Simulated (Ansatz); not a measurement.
# ZrS: a line through an energy map

An exercise on one series of results from a longer session: the logs are not shown, and one member is left open.

The COD entry's cell or inner coordinates are ideal or old and differ from later refinements, so a difference from it is no clean test against experiment.

Program: Ansatz 0.2.0. Level of theory: DFT LDA, scalar-relativistic, plane waves, PAW. These are calculated values, not measurements.

55 further runs of the same task are left out: 55 set aside as unsound or not needed. Runs told in other sessions of the task aren't counted.

**The starting structure**

It takes space group Fm-3m (No. 225, cubic). The conventional cell has a = 5.134 Å, b = 5.134 Å, c = 5.134 Å, α = 90.00°, β = 90.00°, γ = 90.00°. Around Zr (site symmetry m-3m) lie 6 S at 2.57 Å. S (site symmetry m-3m) has 6 Zr at 2.57 Å in its first shell of neighbours.

Coordinates:

```
Zr S
1.0
     0.00000    2.56714    2.56714
     2.56714    0.00000    2.56714
     2.56714    2.56714    0.00000
Zr S
1 1
Direct
  0.00000 0.00000 0.00000
  0.50000 0.50000 0.50000
```

This cell was relaxed beforehand with the same method: volume 16.92 Å³/atom, gap on the mesh none (metal).

**What is varied**

The energy is mapped over volume and a fixed ferromagnetic moment.

The axes are (1) volume per atom: 9 values from 13.87 to 19.96 Å³; (2) total spin moment of the cell, held fixed: 11 values from 0.0 to 1.0 μB.

Nothing else is relaxed (shape and fractional coordinates fixed). Points are written as (first, second).

Set-up of the first run:

input.yaml reads:

```yaml
crystal:
  lattice:
    - [0.0, 2.4028323044, 2.4028323044]
    - [2.4028323044, 0.0, 2.4028323044]
    - [2.4028323044, 2.4028323044, 0.0]
  atoms:
    - { symbol: Zr, position: [0.0, 0.0, 0.0], spin: 1.0 }
    - { symbol: S, position: [0.5, 0.5, 0.5] }
basis:
  ecutwfc: 420
kpoints:
  mp_grid: { grid: [16, 16, 16] }
hamiltonian:
  xc: lda
  pseudopotentials: { kind: paw, azcp: { folder: soft_1 } }
scf:
  occupations: { method: gaussian, width: 0.15 }
  lower_state_search: "off"
output:
  forces: true
  stress: true
  eigenvalues: true
  populations: true
magnetization:
  spin_polarized: true
  initial_magnetization: 1.0
  spin_locking: { lock_magnetization: hard }
```

Command:

```sh
> ansatz run input.yaml --threads 2 --pin off --max-ram 4096MiB --backend cpu --events-out ev --progress --plain --runs-dir out
```

Among the steps run: Grid point (13.87 Å³, 1.0 μB); Point (14.63 Å³, 1.0 μB); The run at (15.39 Å³, 1.0 μB); Grid point (16.16 Å³, 1.0 μB); Grid point (16.92 Å³, 1.0 μB); Point (17.68 Å³, 1.0 μB); Grid point (18.44 Å³, 1.0 μB); The run at (19.20 Å³, 1.0 μB); Grid point (19.96 Å³, 1.0 μB).

One of the session's tables, all rows but one given; the rest of the session is left out.

| volume per atom (Å³) | energy (meV/atom) | pressure (GPa) |
| --- | --- | --- |
| 13.87 | 440 | 51 |
| 14.63 | 238 | 34 |
| 15.39 | 107 | 21 |
| 16.16 | 32 | 11 |
| 16.92 | 0 | 3 |
| 17.68 | 2.9 | −4 |
| 18.44 | ? | ? |
| 19.20 | 84 | −13 |
| 19.96 | 152 | −16 |

**Question.** Estimate the row for volume per atom (Å³) = 18.44.

Worked estimate for «energy (meV/atom)». A straight line through the neighbours (17.68, 2.9) and (19.20, 84) gives 2.9 + (84 − 2.9) × (18.44 − 17.68) / (19.20 − 17.68) = 43; a parabola fitted to 4 rows on both sides gives 33.

The run gave: energy (meV/atom): 33; pressure (GPa): −9. In «energy (meV/atom)» the line misses by +10 and the parabola by +0.

Energies count from the lowest point of the line.

Three points round the minimum, joined by a parabola, put the minimum at 17.234 Å³, with a curvature of about 59 meV/atom per (Å³)². The highest point computed, at 13.87 Å³, lies 440 meV/atom above the lowest.

Limits of these values: Warnings in the runs' records: pseudo functional mismatch, stress scf threshold loose.
